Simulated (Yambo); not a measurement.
Input of a Yambo 5.3.0 run:

optics2.in

```
optics
chi
tddft
Chimod= "ALDA"
% BndsRnXd
 1 | 35 |
%
NGsBlkXd= 1 Ry
% LongDrXd
 0 | 0 | 1 |
%
% QpntsRXd
 1 | 1 |
%
% EnRngeXd
 0 | 20 | eV
%
% DmRngeXd
 0.1 | 0.1 | eV
%
ETStpsXd= 300
FxcGRLc= 1 Ry
VXCRLvcs= 1 Ry
```

The input scf.in:

```
&CONTROL
  calculation = 'scf'
  prefix = 'pwscf'
  outdir = './tmp'
  pseudo_dir = './pseudo'
/
&SYSTEM
  ibrav = 0
  nat = 2
  ntyp = 2
  ecutwfc = 86
  nbnd = 22
  occupations = 'smearing'
  smearing = 'fd'
  degauss = 0.00367493
  force_symmorphic = .true.
/
&ELECTRONS
  conv_thr = 4d-10
  electron_maxstep = 120
  mixing_beta = 0.5
/
ATOMIC_SPECIES
Pb   207.2000 Pb.upf
Se    78.9710 Se.upf
CELL_PARAMETERS angstrom
   0.0000000000    3.0606500000    3.0606500000
   3.0606500000    0.0000000000    3.0606500000
   3.0606500000    3.0606500000    0.0000000000
ATOMIC_POSITIONS crystal
Pb     0.0000000000    0.0000000000    0.0000000000
Se     0.5000000000    0.5000000000    0.5000000000
K_POINTS automatic
12 12 12 0 0 0
```

The input nscf.in:

```
&CONTROL
  calculation = 'nscf'
  prefix = 'pwscf'
  outdir = './tmp'
  pseudo_dir = './pseudo'
/
&SYSTEM
  ibrav = 0
  nat = 2
  ntyp = 2
  ecutwfc = 86
  nbnd = 35
  occupations = 'fixed'
  force_symmorphic = .true.
/
&ELECTRONS
  conv_thr = 1d-08
  diago_full_acc = .true.
  diago_thr_init = 1d-06
/
ATOMIC_SPECIES
Pb   207.2000 Pb.upf
Se    78.9710 Se.upf
CELL_PARAMETERS angstrom
   0.0000000000    3.0606500000    3.0606500000
   3.0606500000    0.0000000000    3.0606500000
   3.0606500000    3.0606500000    0.0000000000
ATOMIC_POSITIONS crystal
Pb     0.0000000000    0.0000000000    0.0000000000
Se     0.5000000000    0.5000000000    0.5000000000
K_POINTS automatic
12 12 12 0 0 0
```

Potentials or basis: PseudoDojo 0.4.1 SR PBE standard.

The run is started by

```sh
$ OMP_NUM_THREADS=1 pw.x -in scf.in > scf.out
$ OMP_NUM_THREADS=1 pw.x -in nscf.in > nscf.out
$ cd tmp/pwscf.save; p2y; mv SAVE ../..; cd ../..
$ OMP_NUM_THREADS=1 yambo
$ OMP_NUM_THREADS=1 yambo -F optics2.in -J optics2 -C optics2_out
```

Task: What does it give for the absorption peak?

Result: 2.27 eV.

Task: Predict the electronic dielectric constant along the field.

Result: 23.98.

Task: What does it give for the band gap on the k mesh, mean-field level?

Result: 0.30 eV, direct.

Task: Predict the electronic dielectric constant along the field, independent particles.

Result: 24.69.

Dielectric function (along the field direction of the input):
```csv
energy (eV),real part,imaginary part
0.27,23.44,5.77
1.27,25.46,9.19
2.34,6.36,45.27
3.34,-12.35,23.92
4.41,-6.54,5.25
5.42,-2.95,2.87
6.49,-0.34,2.53
7.49,-0.24,2.61
8.56,-1.24,2.98
9.57,-0.82,2.00
10.64,-0.53,1.23
11.64,-0.40,1.17
12.71,-0.42,1.21
13.71,-0.28,0.74
14.78,0.10,0.43
15.79,0.33,0.34
16.86,0.65,0.37
17.86,0.91,0.65
18.93,0.58,0.92
20.00,0.49,0.55
```

Caveat: the LDA kernel is used on GGA states, which is inconsistent by a few percent; these spectra lack excitons; spin-orbit coupling is left out, which as a rule narrows the gap of such compounds by several tenths of an eV.

**Experimental background.**

A printed reference work, monograph reports, for a bulk crystal of PbSe at 4.2 K: band gap 0.15 eV (direct).

Against the measured gap of PbSe, 0.15 eV (direct; 4.2 K; a printed reference work, monograph), the calculated 0.30 eV is off by +0.15 eV. 2 values of this kind are on record (0.15 to 0.28 eV); this one was drawn at random. Spin-orbit coupling on Pb, Se is left out. The value is that of PBE on a finite k mesh, which can miss the band edges, without temperature or zero-point motion.
